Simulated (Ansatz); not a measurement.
**KCl under changes of volume**

One of the cells (28.294 Å³/atom); the others are scaled copies at fixed shape and fractional positions:

```
K Cl
1.0
     3.83920    0.00000    0.00000
     0.00000    3.83920    0.00000
     0.00000    0.00000    3.83920
K Cl
1 1
Direct
  0.00000 0.00000 0.00000
  0.50000 0.50000 0.50000
```

Measurements of this composition are mostly on another form, of space group No. 225.

- Program: Ansatz 0.2.0
- Functional: PBEsol
- Potentials or basis: all-electron LAPW, scalar-relativistic
- Cutoff: 125 eV (chosen from the basis error)
- Basis error allowed: 0.001 eV/atom
- k mesh: 7 × 7 × 7
- Occupations: fermi-dirac, width 0.05 eV
- Spin: no spin polarisation

```csv
volume (Å³/atom),energy over the lowest point (meV/atom),pressure (GPa),gap on the mesh (eV)
26.596,0.00,-0.4,4.90
27.162,2.08,-0.8,4.81
27.728,5.47,-1.1,4.73
28.294,10.03,-1.4,4.64
28.860,15.61,-1.7,4.57
29.426,22.08,-1.9,4.49
29.991,?,?,?
```

Task: What does the run at 29.991 Å³/atom give?

Result: Energy over the lowest point 29.34 meV/atom; pressure -2.2 GPa; gap on the mesh 4.42 eV.

Worked out: A Birch-Murnaghan fit of order 3 (a polynomial in V^(-2/3)) to the other rows has its minimum at 26.11 Å³/atom, just outside them, with B0 = V·E''(V) = 22 GPa and B' = 4.9. It gives 29.33 meV/atom at 29.991 Å³/atom, against the run's 29.34, and -dE/dV = -2.2 GPa, against -2.2. A straight line through the other rows of the gap, of slope -4.04 eV per unit of ln V, extrapolates to 4.41 eV, against the run's 4.42.

Energies are extrapolated to zero smearing.

Caveats: an odd mesh through Γ misses points on the zone boundary, where band edges often lie.
